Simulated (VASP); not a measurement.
# AlN in VASP: notebook, part 2 of 2

VASP 6.6.1. The steps go on from the part before.

## Step 3: Work function, PBE

The input, INCAR:

```
SYSTEM = AlN
ALGO     = Normal         ! electronic algorithm
DIPOL    = 0.5 0.5 0.500
EDIFF    = 1E-7           ! SCF threshold, eV
ENCUT    = 520            ! plane-wave cutoff, eV
GGA      = PE             ! functional
IDIPOL   = 3            
ISIF     = 2              ! what is computed and relaxed
ISMEAR   = 0              ! smearing method
KPAR     = 8            
LASPH    = .TRUE.         ! aspherical terms in the spheres
LCHARG   = .TRUE.         ! write CHGCAR
LDIPOL   = .TRUE.       
LREAL    = .FALSE.        ! projectors in reciprocal space
LVACPOTAV= .TRUE.       
LVHAR    = .TRUE.       
LWAVE    = .FALSE.        ! write WAVECAR
NELM     = 60             ! most SCF steps
PREC     = Accurate       ! precision mode
SIGMA    = 0.05           ! smearing width, eV
```

The input, KPOINTS:

```
k-points
0
G
  8 6 1
  0 0 0
```

The input, POSCAR:

```
AlN                                     
1.0
    3.1130000000      0.0000000000      0.0000000000
    0.0000000000      4.9810000000      0.0000000000
    0.0000000000      0.0000000000     30.3783311040
  Al              N             
    12    12
Direct
     0.0000000001000018    0.0241841539841541    0.2717708226432554
     0.5000000000000000    0.4920865192659967    0.2901991326717219
     0.5000000001000018    0.0006702511693061    0.3533034615497237
     0.0000000000000000    0.4959545421324046    0.3811552396782549
     0.0000000001000018    0.9985080641236201    0.4410425174252949
     0.5000000000000000    0.4978607910880594    0.4702735415045645
     0.5000000001000018    0.9978607910880595    0.5297264584954356
     0.0000000000000000    0.4985080641236198    0.5589574825747050
     0.0000000001000018    0.9959545421324048    0.6188447603217452
     0.5000000000000000    0.5006702511693060    0.6466965384502762
     0.5000000001000018    0.9920865192659968    0.7098008673282781
     0.0000000000000000    0.5241841539841540    0.7282291773567446
     0.0000000001000018    0.3766928848268114    0.2645350398442934
     0.5000000000000000    0.8741015349600639    0.2927302216375791
     0.5000000001000018    0.3803930202105045    0.3520621589388890
     0.0000000000000000    0.8792780437855467    0.3816744624224374
     0.0000000001000018    0.3801803686583682    0.4407871156714511
     0.5000000000000000    0.8800898257951798    0.4704315199025136
     0.5000000001000018    0.3800898257951801    0.5295684800974864
     0.0000000000000000    0.8801803686583680    0.5592128843285489
     0.0000000001000018    0.3792780437855467    0.6183255375775627
     0.5000000000000000    0.8803930202105044    0.6479378410611112
     0.5000000001000018    0.3741015349600639    0.7072697783624209
     0.0000000000000000    0.8766928848268115    0.7354649601557066
```

Potentials or basis: VASP PAW PBE potentials, release 64 (Al, N).

Command:

```console
$ cat potpaw_PBE.64/Al/POTCAR potpaw_PBE.64/N/POTCAR > POTCAR
$ mpirun -np 8 vasp_std > vasp.out
```

OUTCAR:

```text
SYSTEM = AlN
   EDIFF = 1E-7
   ENCUT = 520
   GGA = PE
   ISIF = 2
   ISMEAR = 0
   LASPH = .TRUE.
   LREAL = .FALSE.
   NELM = 60
   PREC = Accurate

 ion  position               nearest neighbor table
   1  0.000  0.024  0.272-  13 1.77  14 1.84  14 1.84   2 2.86   2 2.86   3 2.93   3 2.93   2 3.12
                             2 3.12
   2  0.500  0.492  0.290-  13 1.83  13 1.83  14 1.90  15 1.96   1 2.86   1 2.86   3 3.11   1 3.12
                             1 3.12   4 3.17   4 3.17   3 3.18
   3  0.500  0.001  0.353-  16 1.88  16 1.88  15 1.89  14 1.95   1 2.93   1 2.93   4 3.04   4 3.04
                             4 3.08   4 3.08   5 3.09   5 3.09   2 3.11   2 3.18
   4  0.000  0.496  0.381-  15 1.88  15 1.88  17 1.90  16 1.91   3 3.04   3 3.04   5 3.07   3 3.08
                             3 3.08   5 3.09   6 3.12   6 3.12   2 3.17   2 3.17
   5  0.000  0.999  0.441-  18 1.89  18 1.89  16 1.90  17 1.90   6 3.07   6 3.07   6 3.07   6 3.07
                             4 3.07   3 3.09   3 3.09   4 3.09   7 3.11   7 3.11
   6  0.500  0.498  0.470-  17 1.89  17 1.89  19 1.89  18 1.90   5 3.07   5 3.07   5 3.07   5 3.07
                             7 3.08   7 3.08   8 3.11   8 3.11   4 3.12   4 3.12
   7  0.500  0.998  0.530-  20 1.89  20 1.89  18 1.89  19 1.90   8 3.07   8 3.07   8 3.07   8 3.07
                             6 3.08   6 3.08   5 3.11   5 3.11   9 3.12   9 3.12
   8  0.000  0.499  0.559-  19 1.89  19 1.89  21 1.90  20 1.90   7 3.07   7 3.07   7 3.07   7 3.07
                             9 3.07  10 3.09  10 3.09   9 3.09   6 3.11   6 3.11
   9  0.000  0.996  0.619-  22 1.88  22 1.88  20 1.90  21 1.91  10 3.04  10 3.04   8 3.07  10 3.08
                            10 3.08   8 3.09   7 3.12   7 3.12  11 3.17  11 3.17
  10  0.500  0.501  0.647-  21 1.88  21 1.88  22 1.89  23 1.95  12 2.93  12 2.93   9 3.04   9 3.04
                             9 3.08   9 3.08   8 3.09   8 3.09  11 3.11  11 3.18
  11  0.500  0.992  0.710-  24 1.83  24 1.83  23 1.90  22 1.96  12 2.86  12 2.86  10 3.11  12 3.12
                            12 3.12   9 3.17   9 3.17  10 3.18
  12  0.000  0.524  0.728-  24 1.77  23 1.84  23 1.84  11 2.86  11 2.86  10 2.93  10 2.93  11 3.12
                            11 3.12
  13  0.000  0.377  0.265-   1 1.77   2 1.83   2 1.83
  14  0.500  0.874  0.293-   1 1.84   1 1.84   2 1.90   3 1.95
  15  0.500  0.380  0.352-   4 1.88   4 1.88   3 1.89   2 1.96
  16  0.000  0.879  0.382-   3 1.88   3 1.88   5 1.90   4 1.91
  17  0.000  0.380  0.441-   6 1.89   6 1.89   4 1.90   5 1.90
  18  0.500  0.880  0.470-   5 1.89   5 1.89   7 1.89   6 1.90
  19  0.500  0.380  0.530-   8 1.89   8 1.89   6 1.89   7 1.90
  20  0.000  0.880  0.559-   7 1.89   7 1.89   9 1.90   8 1.90
  21  0.000  0.379  0.618-  10 1.88  10 1.88   8 1.90   9 1.91
  22  0.500  0.880  0.648-   9 1.88   9 1.88  10 1.89  11 1.96
  23  0.500  0.374  0.707-  12 1.84  12 1.84  11 1.90  10 1.95
  24  0.000  0.877  0.735-  12 1.77  11 1.83  11 1.83

  LATTYP: Found a simple orthorhombic cell.
 ALAT       =     3.1130000000
 B/A-ratio  =     1.6000642467
 C/A-ratio  =     9.7585387420

  Lattice vectors:

 A1 = (   3.1130000000,   0.0000000000,   0.0000000000)
 A2 = (   0.0000000000,   4.9810000000,   0.0000000000)
 A3 = (   0.0000000000,   0.0000000000,  30.3783311040)

Analysis of symmetry for initial positions (statically):
=====================================================================
 Subroutine PRICEL returns:
 Original cell was already a primitive cell.

 Routine SETGRP: Setting up the symmetry group for a
 simple orthorhombic supercell.

 Subroutine GETGRP returns: Found  4 space group operations
 (whereof  2 operations were pure point group operations)
 out of a pool of  8 trial point group operations.

The static configuration has the point symmetry C_1h.
 The point group associated with its full space group is C_2v.

[... 144 lines left out ...]
   ISTART =      0    job   : 0-new  1-cont  2-samecut
   ICHARG =      2    charge: 1-file 2-atom 10-const
   ISPIN  =      1    spin polarized calculation?
   LNONCOLLINEAR =      F non collinear calculations
   LSORBIT =      F    spin-orbit coupling
   LASPH  =      T    aspherical Exc in radial PAW
   ENCUT  =  520.0 eV  38.22 Ry    6.18 a.u.   5.79  9.26 56.48*2*pi/ulx,y,z
   NELM   =     60;   NELMIN=  2; NELMDL= -5     # of ELM steps
   EDIFF  = 0.1E-06   stopping-criterion for ELM
   LREAL  =      F    real-space projection
   EDIFFG = 0.1E-05   stopping-criterion for IOM
   NSW    =      0    number of steps for IOM
   IBRION =     -1    ionic relax: 0-MD 1-quasi-New 2-CG
   NFREE  =      0    steps in history (QN), initial steepest desc. (CG)
   ISIF   =      2    stress and relaxation
   ISYM   =      2    0-nonsym 1-usesym 2-fastsym
   POTIM  = 0.5000    time-step for ionic-motion
   TEBEG  =    0.0;   TEEND  =   0.0 temperature during run
   PSTRESS=    0.0 pullay stress
   NELECT =      96.0000    total number of electrons
   NUPDOWN=      -1.0000    fix difference up-down
   EMIN   =  10.00;   EMAX   =-10.00  energy-range for DOS
   EFERMI =   0.00;   METHOD = LEGACY
   ISMEAR =     0;   SIGMA  =   0.05  broadening in eV -4-tet -1-fermi 0-gaus
   EFERMI_NEDOS =   21; number of points for ismear=-14 and -15
   IALGO  =     38    algorithm
   IMIX   =      4    mixing-type and parameters
     AMIX     =   0.40;   BMIX     =  1.00
     AMIX_MAG =   1.60;   BMIX_MAG =  1.00
  volume/ion in A,a.u.               =      19.63       132.45
  Fermi-wavevector in a.u.,A,eV,Ry     =   0.963412  1.820585 12.628420  0.928163
  Thomas-Fermi vector in A             =   2.092955
   LORBIT       =      0    0 simple, 1 ext, 2 COOP (PROOUT), +10 PAW based schemes
   GGA     = PE    functional components
   LHFCALC =     F    Hartree Fock is set to
   AEXX    =    0.0000 exact exchange contribution
   IVDW    =     0    specifies the selected vdW correction
   LEPSILON=     F    determine dielectric tensor
   LRPA    =     F    only Hartree local field effects (RPA)
 non-spin polarized calculation
 Gauss-broadening in eV      SIGMA  =   0.05
  energy-cutoff  :      520.00
  volume of cell :      471.04
 maximum number of plane-waves:     12738
 NGX is ok and might be reduce to    24
   NGX = 11   NGY = 19   NGZ =113

 dipolmoment           0.000000      0.000000      0.000000 electrons x Angstroem

 number of electron      95.9999994 magnetization

 dipolmoment           0.000000      0.000000     -0.000000 electrons x Angstroem

 Free energy of the ion-electron system (eV)
  ---------------------------------------------------
  ext. energy  EPLUGINS =         0.00000000
  ---------------------------------------------------
  free energy    TOTEN  =      -174.40767865 eV

  energy without entropy =     -174.40767865  energy(sigma->0) =     -174.40767865

 E-fermi :   1.0732     XC(G=0):  -6.2935

 val. band max:        0.8087725157   @ k =   0.3750   0.5000   0.0000
 cond. band min:       3.5817404361   @ k =   0.0000   0.0000   0.0000
 fundamental gap:      2.7729679204
 Fermi energy:         1.0731830525

 k-point     1 :       0.0000    0.0000    0.0000
  band No.  band energies     occupation
      1     -14.6870      2.00000
      2     -14.5035      2.00000
      3     -14.1829      2.00000
      4     -13.7527      2.00000
      5     -13.2619      2.00000
      6     -12.8647      2.00000
[... 1249 lines left out ...]
     59       7.1103      0.00000
     60       7.1103      0.00000
 [bands above 60 left out]

------------------------ aborting loop because EDIFF is reached ----------------------------------------

  FORCE on cell =-STRESS in cart. coord.  units (eV):
  Direction    XX          YY          ZZ          XY          YZ          ZX
  --------------------------------------------------------------------------------------
  -------------------------------------------------------------------------------------
  Total       10.2237717      7.3856192      4.0262400      0.0000000      0.0000000      0.0000000
  in kB       34.7746006     25.1210576     13.6946414      0.0000000      0.0000000      0.0000000
  external PRESSURE =      24.5300999 kB  Pullay stress =       0.0000000 kB

 VOLUME and BASIS-vectors are now :
 -----------------------------------------------------------------------------
  energy-cutoff  :      520.00
  volume of cell :      471.04
      direct lattice vectors                 reciprocal lattice vectors
     3.113000000  0.000000000  0.000000000     0.321233537  0.000000000  0.000000000
     0.000000000  4.981000000  0.000000000     0.000000000  0.200762899  0.000000000
     0.000000000  0.000000000 30.378331104     0.000000000  0.000000000  0.032918201

 POSITION                                       TOTAL-FORCE (eV/Angst)
 -----------------------------------------------------------------------------------
      0.00000      0.12046      8.25594         0.000000     -0.003967     -0.108574
      1.55650      2.45108      8.81577         0.000000      0.008604     -0.061489
      1.55650      0.00334     10.73277         0.000000      0.008105      0.004797
      0.00000      2.47035     11.57886         0.000000      0.002788     -0.006018
      0.00000      4.97357     13.39814         0.000000      0.006912      0.002505
      1.55650      2.47984     14.28613         0.000000      0.000829      0.000970
[... 16 lines left out ...]
      1.55650      1.86340     21.48568         0.000000     -0.016094      0.042633
      0.00000      4.36681     22.34220         0.000000      0.005152      0.102301
 -----------------------------------------------------------------------------------
    total drift:                               -0.000001     -0.001714     -0.000002

  FREE ENERGIE OF THE ION-ELECTRON SYSTEM (eV)
  ---------------------------------------------------
  free  energy   TOTEN  =      -174.4076786526 eV

  energy  without entropy=     -174.4076786526  energy(sigma->0) =     -174.40767865

 vacuum level on the upper side and lower side of the slab         6.455         6.455
```

It took 3.9 min on 8 MPI ranks of Intel Xeon 6975P-C (Granite Rapids), shared host; peak memory 0.75 GiB.

What came out:

* Free energy: -174.4077 eV
* Largest force: 0.109 eV/Å
* Band gap on the k mesh: 2.77 eV, indirect (least direct gap 2.90 eV)
* Ionisation potential of the upper face: 5.65 eV

Forces in eV/Å, atoms in the order of the input:
```
Al   0.000 -0.004 -0.109
Al   0.000  0.009 -0.061
Al   0.000  0.008  0.005
Al   0.000  0.003 -0.006
Al   0.000  0.007  0.003
Al   0.000  0.001  0.001
Al   0.000  0.001 -0.001
Al   0.000  0.007 -0.003
Al   0.000  0.003  0.006
Al   0.000  0.008 -0.005
Al   0.000  0.009  0.061
Al   0.000 -0.004  0.109
N    0.000  0.005 -0.102
N    0.000 -0.016 -0.043
N    0.000  0.000  0.007
N    0.000 -0.004  0.006
N    0.000 -0.002  0.001
N    0.000 -0.006 -0.001
N    0.000 -0.006  0.001
N    0.000 -0.002 -0.001
N    0.000 -0.004 -0.006
N    0.000  0.000 -0.007
N    0.000 -0.016  0.043
N    0.000  0.005  0.102
```
